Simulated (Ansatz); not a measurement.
Crystal: SnO2.

```
Sn O
1.0
     4.78800    0.00000    0.00000
     0.00000    4.86658    0.00000
     0.00000    0.00000    3.24090
Sn O
2 4
Direct
  0.00000 0.00000 0.00000
  0.50000 0.50000 0.50000
  0.70815 0.67896 0.00000
  0.20814 0.82104 0.50000
  0.79185 0.17896 0.50000
  0.29185 0.32104 0.00000
```

The cell is a database's computed one.

```yaml
Program: Ansatz 0.2.0
Task: relaxation of cell and atoms
Functional: PBE
Dispersion: D3(BJ)
Potentials_or_basis: Ansatz PAW
Cutoff: "420 eV (not typed: the program's choice for these potentials)"
k_mesh: 6 × 6 × 8
Occupations: fermi-dirac, width 0.05 eV
Spin: no spin polarisation
```

At the start: volume 12.59 Å³/atom.

Q: Where does the relaxation end?

A: It ends after 8 steps and the volume is 12.37 Å³/atom (-1.7 %); space group P4_2/mnm (No. 136, to 0.05 Å).

Step by step:
| step | energy change (eV) | largest force (eV/Å) | volume (Å³) |
| --- | --- | --- | --- |
| 1 | 0.0000 | 0.0698 | 75.52 |
| 2 | -0.0238 | 0.0636 | 74.22 |
| 3 | -0.0281 | 0.0278 | 74.19 |
| 4 | -0.0307 | 0.0063 | 74.28 |
| 5 | -0.0308 | 0.0039 | 74.28 |
| 6 | -0.0252 | 0.0043 | 74.28 |
| 7 | -0.0255 | 0.0003 | 74.23 |
| 8 | -0.0252 | 0.0003 | 74.23 |

Final structure:
```
Sn O
1.0
     4.79282    0.00000    0.00000
     0.00000    4.79500    0.00000
     0.00000    0.00000    3.22986
Sn O
2 4
Direct
  0.00000 0.00000 0.00000
  0.50000 0.50000 0.50000
  0.69393 0.69364 0.00000
  0.19393 0.80636 0.50000
  0.80607 0.19364 0.50000
  0.30607 0.30636 0.00000
```

Caveat: the plane-wave basis is chosen anew once the cell has moved, so the energies of steps on either side of that aren't comparable; the pressure holds a Pulay correction of +0.8 GPa for the finite cutoff.
